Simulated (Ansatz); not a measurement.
**Sn: random displacements**

Theory: Ansatz, DFT PBE, scalar-relativistic, plane waves, PAW. The runs took a 300 eV cutoff, a Γ-centred 6×6×6 mesh and Gaussian smearing (0.15 eV). The mesh is coarse. The cutoff lies under the one recommended for these potentials. No spin polarisation. Energies are free energies at this smearing, counted from the undisturbed cell; pressure is positive in compression.

Reference structure (as given, not relaxed at this level):

```
Sn
1.0
     0.00000    0.00000   -6.39721
     5.88028    0.00000   -3.19860
     0.00000   -5.88028   -3.19860
Sn
8
Direct
  0.87500 0.50000 0.00000
  0.37500 0.50000 0.00000
  0.62500 0.00000 0.50000
  0.12500 0.00000 0.50000
  0.75000 0.50000 0.50000
  0.25000 0.50000 0.50000
  0.50000 0.00000 0.00000
  0.00000 0.00000 0.00000
```

The atoms are displaced (Å, in the unstrained cell):

| atom | ux | uy | uz |
| --- | --- | --- | --- |
| Sn1 | 0.047 | 0.178 | -0.005 |
| Sn2 | -0.036 | -0.041 | -0.285 |
| Sn3 | 0.081 | 0.208 | 0.493 |
| Sn4 | 0.294 | 0.127 | -0.153 |
| Sn5 | -0.159 | 0.137 | 0.127 |
| Sn6 | -0.365 | -0.252 | 0.181 |
| Sn7 | -0.256 | -0.069 | -0.441 |
| Sn8 | 0.394 | -0.287 | 0.082 |

Strain (Voigt, engineering shear): (-0.0007, 0.0047, -0.0083, 0.0153, 0.0001, 0.0015).

Question: What are the energy change, the stress and the forces?

Answer: ΔE = 437.7 meV/atom; stress (xx, yy, zz, yz, xz, xy; compression positive) (13.61, 7.62, 13.20, -2.01, 1.17, -0.96) GPa.
| atom | Fx (eV/Å) | Fy | Fz |
| --- | --- | --- | --- |
| Sn1 | -0.32 | -1.78 | -0.78 |
| Sn2 | 0.32 | -0.03 | 1.00 |
| Sn3 | -3.36 | -1.30 | -3.58 |
| Sn4 | -1.66 | -0.41 | 3.16 |
| Sn5 | 1.57 | -0.17 | 0.65 |
| Sn6 | 2.90 | 1.85 | -0.52 |
| Sn7 | 1.65 | 0.81 | 1.93 |
| Sn8 | -1.10 | 1.03 | -1.86 |

Cost: 1 run of about 1.5 core-minutes, on Intel Xeon Processor @ 2.70GHz (shared hosts).